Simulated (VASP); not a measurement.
# EuO: self-consistent run, by LSFBXC

EuO, Fm-3m (no. 225), 2 atoms in the cell. PBE; PAW potentials Eu, O (PBE set).

| LSFBXC | Pressure (GPa) | Gap on the mesh (eV) | Time (s) |
|---|---|---|---|
| default | -4.54 | 0.000 | 907 |
| .TRUE. | -22.88 | 0.000 | 1324 |

## Input of the first row

INCAR:
```
SYSTEM = EuO
PREC = Accurate
ENCUT = 520
EDIFF = 1E-6
ISMEAR = 0
SIGMA = 0.02
LREAL = .FALSE.
LASPH = .TRUE.
ALGO = Normal
NELM = 200
ISIF = 2
LWAVE = .FALSE.
LCHARG = .FALSE.
LORBIT = 11
LMAXMIX = 6
LNONCOLLINEAR = .TRUE.
MAGMOM = -3.354 1.581 4.143 0 0 0
ISYM = -1
```

KPOINTS:
```
k-points
0
Gamma
  7 7 7
```

POSCAR:
```
EuO
1.0
    0.0000000000      2.5719500000      2.5719500000
    2.5719500000      0.0000000000      2.5719500000
    2.5719500000      2.5719500000      0.0000000000
Eu O
1 1
Direct
    0.0000000000      0.0000000000      0.0000000000
    0.5000000000      0.5000000000      0.5000000000
```

Commands:
```
cat potpaw_PBE.64/Eu/POTCAR potpaw_PBE.64/O/POTCAR > POTCAR
mpirun -np 1 vasp_ncl > vasp.out
```

Changes of the last row against the first:
```
+ LSFBXC = True
```

VASP 6.6.1 took 907 s on 1 core (Intel Xeon 6975P-C (Granite Rapids)), a shared host.
